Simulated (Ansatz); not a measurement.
# CuO (Tenorite) (Cc) in Ansatz: equation of state

How stiff is CuO (Tenorite) in PBEsol, and what volume does it want? The cell is scaled to several volumes.

All numbers are computed with Ansatz 0.2.0; they aren't measurements. Logs are shortened: lines on timing, memory, paths and dates and some standing lists are left out, and cuts for length are marked.

## (1) The crystal as given

It takes space group Cc (No. 9, monoclinic). Conventional cell: a = 4.689 Å, b = 3.427 Å, c = 5.132 Å, α = 90.00°, β = 99.65°, γ = 90.00°. Cu (site symmetry 1) is surrounded by 4 O at 1.91 to 2.02 Å. Around O (site symmetry 1) lie 4 Cu at 1.91 to 2.02 Å.

## (2) Equation of state, PBEsol

Potentials or basis: all-electron LAPW, scalar-relativistic.

No new run: the results of the series are fitted here.

Results:

| Item | Value |
| --- | --- |
| Equilibrium volume | 10.01 Å³/atom |
| Bulk modulus at fixed shape and positions | 185 GPa |
| Pressure derivative of the bulk modulus | 4.7 |

Energy against volume, from the lowest point:
```tsv
volume (Å³/atom)	energy (meV/atom)
9.553	12.97
9.756	3.73
9.959	0.00
10.163	1.19
10.366	6.77
10.569	16.25
10.772	29.21
```

Caveat: the cell was scaled at fixed shape and fractional positions, which overstates the stiffness of a crystal with free parameters, most of all of layers and chains; the run has no spin polarisation, though such a crystal can be magnetic.
